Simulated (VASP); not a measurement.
The system is MoSe2.

```xyz
6
Lattice="3.2880 0.0000 0.0000 -1.6440 2.8475 0.0000 0.0000 0.0000 12.9000" Properties=species:S:1:pos:R:3 pbc="T T T"
Mo    1.6440    0.9492    9.6750
Mo    0.0000    1.8983    3.2250
Se    1.6440    0.9492    4.8375
Se    0.0000    1.8983   11.2875
Se    1.6440    0.9492    1.6125
Se    0.0000    1.8983    8.0625
```

| Item | Value |
| --- | --- |
| Program | VASP 6.6.1 |
| Task | relaxation of cell and atoms |
| Functional | revPBE |
| Dispersion | D3 |
| Potentials or basis | VASP PAW PBE potentials, release 64 (Mo_sv, Se) |
| Cutoff | 600 eV |
| k mesh | 9 × 9 × 2 |
| Occupations | fermi-dirac, width 0.05 eV |
| Spin | no spin polarisation |

At the start: pressure 5.9 GPa; volume 20.13 Å³/atom.

How do energy, volume and symmetry change on relaxing?

Over 17 steps the energy falls by 22.8 meV/atom and the volume is 20.52 Å³/atom (+1.9 %); space group P6_3/mmc (No. 194, to 0.05 Å).

Step by step:
```csv
step,energy change (eV),largest force (eV/Å),pressure (GPa),volume (Å³)
1,0.0000,1.1253,5.94,120.78
2,0.3069,1.4891,-9.54,134.26
3,-0.1316,0.0498,-0.61,125.28
4,-0.1318,0.0848,-0.40,125.11
5,-0.1318,0.1023,-0.31,125.02
6,-0.1350,0.0620,-0.02,124.34
7,-0.1352,0.0490,0.05,124.13
8,-0.1356,0.0072,-0.17,124.19
9,-0.1356,0.0066,-0.26,124.21
10,-0.1358,0.0078,-0.26,124.15
11,-0.1362,0.0093,-0.21,123.96
12,-0.1368,0.0143,-0.18,123.59
13,-0.1368,0.0226,-0.08,122.85
14,-0.1370,0.0172,-0.14,123.27
15,-0.1370,0.0184,-0.15,123.20
16,-0.1371,0.0130,0.08,123.06
17,-0.1371,0.0014,0.01,123.11
```

Final structure:
```
Mo Se
1.0
     3.30290    0.00000    0.00000
    -1.65145    2.86040    0.00000
     0.00000    0.00000   13.03104
Mo Se
2 4
Direct
  0.66667 0.33333 0.75000
  0.33333 0.66667 0.25000
  0.66667 0.33333 0.37812
  0.33333 0.66667 0.87812
  0.66667 0.33333 0.12188
  0.33333 0.66667 0.62188
```

Caveat: the PAW data sets were made with another functional, which shifts forces and pressure a little.
